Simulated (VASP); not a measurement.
Set up this calculation in VASP 6.6.1, as the native input.

- Task: single point
- Functional: PBEsol
- Potentials or basis: VASP PAW PBE potentials, release 64 (Al, N)
- Cutoff: 450 eV
- k mesh: 3 × 3 × 2
- Occupations: gaussian, width 0.03 eV
- Spin: collinear spin, ferromagnetic start
- Starting moments: [0.0, 0.0, 0.0, 0.0, 0.0, 0.0, 0.0, 0.0, 0.0, 0.0, 0.0, 0.0, 0.0, 0.0, 0.0, 0.75, 0.0, 0.0, 0.0, 0.0, 0.0, 0.0, 0.0, 0.0, 0.75, 0.0, 0.75, 0.0, 0.75, 0.0, 0.0] μB
- Fixed moment: 3 μB
- Dq: 0
- Further INCAR settings: LREAL = Auto; ALGO = Normal; EDIFF = 1e-05; NBANDS = 88

The structure of Al15N16 (a cell with a defect) lies in POSCAR:

```
Al15N16
1.0
    6.2200008610      0.0000000000      0.0000000000
   -3.1100004305      5.3866787572      0.0000000000
    0.0000000000      0.0000000000      9.9600000000
Al N
15 16
Direct
    0.3333333333      0.1666666667      0.5000000000
    0.3333333333      0.6666666667      0.0000000000
    0.3333333333      0.6666666667      0.5000000000
    0.8333333333      0.1666666667      0.0000000000
    0.8333333333      0.1666666667      0.5000000000
    0.8333333333      0.6666666667      0.0000000000
    0.8333333333      0.6666666667      0.5000000000
    0.1666666667      0.3333333333      0.2500000000
    0.1666666667      0.3333333333      0.7500000000
    0.1666666667      0.8333333333      0.2500000000
    0.1666666667      0.8333333333      0.7500000000
    0.6666666667      0.3333333333      0.2500000000
    0.6666666667      0.3333333333      0.7500000000
    0.6666666667      0.8333333333      0.2500000000
    0.6666666667      0.8333333333      0.7500000000
    0.3333333333      0.1666666667      0.1910000000
    0.3333333333      0.1666666667      0.6910000000
    0.3333333333      0.6666666667      0.1910000000
    0.3333333333      0.6666666667      0.6910000000
    0.8333333333      0.1666666667      0.1910000000
    0.8333333333      0.1666666667      0.6910000000
    0.8333333333      0.6666666667      0.1910000000
    0.8333333333      0.6666666667      0.6910000000
    0.1666666667      0.3333333333      0.4410000000
    0.1666666667      0.3333333333      0.9410000000
    0.1666666667      0.8333333333      0.4410000000
    0.1666666667      0.8333333333      0.9410000000
    0.6666666667      0.3333333333      0.4410000000
    0.6666666667      0.3333333333      0.9410000000
    0.6666666667      0.8333333333      0.4410000000
    0.6666666667      0.8333333333      0.9410000000
```

The input as run:

INCAR

```
PREC = Accurate ; ENCUT = 450
EDIFF = 1E-5 ; ISMEAR = 0
SIGMA = 0.03 ; LREAL = Auto
LASPH = T ; NELM = 120
ALGO = Normal ; ISIF = 2
LWAVE = F ; LCHARG = F
ISPIN = 2 ; MAGMOM = 0 0 0 0 0 0 0 0 0 0 0 0 0 0 0 0.75 0 0 0 0 0 0 0 0 0.75 0 0.75 0 0.75 0 0
LORBIT = 11 ; NUPDOWN = 3
GGA = PS ; NBANDS = 88
KPAR = 4
```

KPOINTS

```
regular mesh
0
Gamma
  3 3 2
```

Potentials or basis: VASP PAW PBE potentials, release 64 (Al, N).

Command:

```bash
$ cat potpaw_PBE.64/Al/POTCAR potpaw_PBE.64/N/POTCAR > POTCAR
$ mpirun -np 4 vasp_std > vasp.out
```

It gave:

* Largest force: 1.601 eV/Å
* Net moment: 3.00 μB per cell
* Site moments: Al +0.00, -0.01, -0.00; N +0.44, +0.03, +0.00, +0.46, +0.01 μB
* Valence electrons inside the program's atomic spheres: Al 0.81; N 3.69, 3.83, 3.84, 3.68

Caveat: the k mesh is coarse (spacing up to 0.39 Å⁻¹), so the values aren't converged; the PAW data sets were made with another functional, which shifts forces and pressure a little; the total moment is fixed, so each spin has its own Fermi level.

Wall time 2.8 min on 4 MPI ranks on Intel(R) Xeon(R) Platinum 8488C (Sapphire Rapids), on a shared host, peak memory 0.62 GiB a rank.
